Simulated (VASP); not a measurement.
Input of a VASP 6.6.1 run:

INCAR

```
SYSTEM = CdSe
ALGO = Normal
EDIFF = 1E-6
ENCUT = 520
GGA = PE
ISIF = 2
ISMEAR = 0
LASPH = .TRUE.
LCHARG = .FALSE.
LREAL = .FALSE.
LWAVE = .FALSE.
NBANDS = 26
NELM = 100
PREC = Accurate
SIGMA = 0.02
```

File KPOINTS:

```
k-points
0
G
  6 6 4
  0 0 0
```

Contents of POSCAR:

```
CdSe
1.0
    4.3833795273      0.0000000000      0.0000000000
   -2.1916897636      3.7961180251      0.0000000000
    0.0000000000      0.0000000000      7.1535456852
Cd Se
2 2
Direct
    0.3333333333      0.6666666667      0.0045810803
    0.6666666667      0.3333333333      0.5045810803
    0.3333333333      0.6666666667      0.3804189197
    0.6666666667      0.3333333333      0.8804189197
```

Potentials or basis: VASP PAW PBE potentials, release 64 (Cd, Se).

Run with:

```console
$ cat potpaw_PBE.64/Cd/POTCAR potpaw_PBE.64/Se/POTCAR > POTCAR
$ mpirun -np 1 vasp_std > vasp.out
```

Problem. Estimate the pressure.

Solution. 0.2 GPa.

Problem. What does it give for the band gap on the k mesh?

Solution. 0.54 eV.

Problem. Estimate the largest force.

Solution. 0.003 eV/Å.

Forces in eV/Å, atoms in the order of the input:
```
Cd   0.000  0.000  0.003
Cd   0.000  0.000  0.003
Se   0.000  0.000 -0.003
Se   0.000  0.000 -0.003
```

**Measured values to compare with.**

A printed reference work, data compilation reports, for a bulk crystal of CdSe at 2 K: band gap 1.841 eV.

Measured gap of CdSe: 1.841 eV (2 K; a printed reference work, data compilation). This calculation gives 0.54 eV (-1.30 eV). So large a miss can be the level of theory's own, or it may mean another phase, state or a wrong row. Spin-orbit coupling on Cd, Se is left out. The value is that of PBE, without temperature or zero-point motion. Semilocal functionals fall short of measured gaps as a rule.
